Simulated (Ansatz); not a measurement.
Crystal: BN.

```
CELL_PARAMETERS angstrom
2.50804 0.00000 0.00000
-1.24671 2.17623 0.00000
-0.63067 -1.08812 3.02254
ATOMIC_POSITIONS crystal
N 0.66851 0.33238 0.98500
B 0.97964 0.98350 0.00181
```

The cell comes from a database or a generator and needn't be the stable form of this composition.

Program: Ansatz 0.2.0. Alike in all runs: task band structure; potentials or basis Ansatz PAW; no spin polarisation; cell as given; k mesh 7 × 7 × 5; smearing fermi-dirac 0.05 eV; the mesh is coarse, so values aren't converged.

Problem. Order these runs on this cell by their pressure, lowest first.
A. level HSEsol; cutoff (eV) 420
B. level HF; cutoff (eV) 420
C. level r2SCAN50; cutoff (eV) 500

Solution. C (-6.5 GPa), A (-3.1 GPa), B (-0.8 GPa).

Caveats: all runs use coarse meshes; the PAW data sets come from PBE, with cores solved anew for the run's functional, which leaves a small shift of forces and pressure; the thresholds are loose for stress.
